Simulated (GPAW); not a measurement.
Ru:

```
Ru
1.0
     2.70580    0.00000    0.00000
    -1.35290    2.34329    0.00000
     0.00000    0.00000    4.28190
Ru
2
Direct
  0.66667 0.33333 0.75000
  0.33333 0.66667 0.25000
```

| Property | Result |
| --- | --- |
| Program | GPAW 26.7.0 |
| Task | relaxation of cell and atoms |
| Functional | BLYP |
| Potentials or basis | PAW data sets generated in the run's folder for this functional |
| Cutoff | 600 eV |
| Basis | pw |
| k mesh | 11 × 11 × 6 |
| Occupations | fermi-dirac, width 0.05 eV |
| Spin | no spin polarisation |

At the start: pressure 16.8 GPa; volume 13.57 Å³/atom.

Question: How do energy, volume and symmetry change on relaxing?

Answer: Over 6 steps the energy falls by 39.8 meV/atom and the volume is 14.35 Å³/atom (+5.7 %); space group P6_3/mmc (No. 194, to 0.05 Å).

The path:
```tsv
step	energy change (eV)	largest force (eV/Å)	pressure (GPa)	volume (Å³)
1	0.0000	0.0000	16.81	27.15
2	-0.0633	0.0000	6.96	27.99
3	-0.0793	0.0000	0.49	28.64
4	-0.0796	0.0000	0.00	28.69
5	-0.0796	0.0000	-0.10	28.70
6	-0.0797	0.0000	-0.08	28.70
```

Final structure:
```yaml
crystal:
  lattice:
    - [2.75935, 0.00000, 0.00000]
    - [-1.37968, 2.38967, 0.00000]
    - [0.00000, 0.00000, 4.35253]
  atoms:
    - { symbol: Ru, position: [0.66667, 0.33333, 0.75000] }
    - { symbol: Ru, position: [0.33333, 0.66667, 0.25000] }
```

Caveat: later steps reuse the first step's grids.
